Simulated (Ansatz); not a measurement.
Runs of Ansatz 0.2.0 on AlN. The structure is cubic, space group F-43m (No. 216). Conventional cell: a = 4.368 Å, b = 4.368 Å, c = 4.368 Å, α = 90.00°, β = 90.00°, γ = 90.00°. Al (site symmetry -43m) is surrounded by 4 N at 1.89 Å. N (site symmetry -43m) is surrounded by 4 Al at 1.89 Å. Measurements of this composition are mostly on another form, of space group No. 186.

```tsv
task	level	cell	cutoff (eV)	points for each segment of the path	gap on the mesh (eV)	pressure (GPa)	relaxed volume (Å³/atom)
relaxation of cell and atoms	RPBE+D3(BJ)	relaxed	420	-	3.40	0.0	9.79
relaxation of cell and atoms	BLYP	relaxed	420	-	(b)	0.0	10.83
band structure	PBEsol	as given	420	14	3.20	1.3	-
band structure	r2SCAN	as given	500	14	3.94	0.3	-
relaxation of cell and atoms	revPBE+D3(BJ)	relaxed	420	-	3.36	0.0	10.37
band structure	LDA	as given	420	14	3.24	(a)	-
relaxation of cell and atoms	LDA	relaxed	420	-	3.25	0.0	10.23
band structure	BLYP	as given	420	14	3.69	7.8	-
relaxation of cell and atoms	revPBE+D4	relaxed	420	-	3.36	0.0	10.29
relaxation of cell and atoms	PBEsol+D3(BJ)	relaxed	420	-	3.20	0.0	10.31
relaxation of cell and atoms	RPBE+D4	relaxed	420	-	3.37	0.0	10.30
relaxation of cell and atoms	PBEsol+D4	relaxed	420	-	3.20	0.0	10.35
```

Alike in all rows: potentials or basis Ansatz PAW; no spin polarisation; k mesh 10 × 10 × 10; smearing fermi-dirac 0.05 eV.

Problem. Fill in the values left out.

Solution. (a) -3.6; (b) 3.66.

Caveats: the PAW data sets come from PBE, with cores solved anew for the run's functional, which leaves a small shift of forces and pressure; the plane-wave basis is chosen anew once the cell has moved, so the energies of steps on either side of that aren't comparable (some runs).

A k mesh can miss the band edges.

Runs at the PBE level aren't shown here.
